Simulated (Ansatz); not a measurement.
# Mg: strain energy, fitted

Mg, Im-3m, a = 3.580 Å. This isn't the element's structure at ambient conditions. Ansatz: PBE, PAW, 420 eV, Γ-centred 14×14×14 mesh on 2 atoms, Gaussian smearing 0.10 eV; no spin polarisation. Series: strain along c alone, the other axes held, atoms fixed by symmetry; x is the strain in per cent. y is the free energy over the unstrained cell, V0 = 22.936 Å³/atom.

| x (%) | y (meV/atom) |
| --- | --- |
| -4.5 | ? |
| -3.0 | 2.43 |
| -1.5 | 0.56 |
| 0.0 | 0.00 |
| 1.5 | 0.47 |
| 3.0 | 1.71 |
| 4.5 | 3.72 |

Task: Fit y = c2 x² + c3 x³ to the other rows, turn c2 into a modulus, and predict the missing energy.

Result: Least squares on the rows shown. y = 0.2336 x² − 0.01142 x³. In eV per unit strain² c2 is 2.336; this is C33 with relaxed ions (E = ½ C33 V0 ε²): 2 × 2.336 × 160.2 / (22.936) = 33 GPa. With a term in x⁴ added, the coefficient of x² becomes 0.2205, 6 % less, which shows how far this figure hangs on the form. At x = -4.5 the fit asked for gives 5.77 meV/atom. The run gave 5.91 meV/atom, so the fit is 0.14 meV/atom too low, a small miss on the scale of the series.

Cost: 7 runs of about 1.4 core-minutes in all, on Arm Neoverse N1 (shared hosts).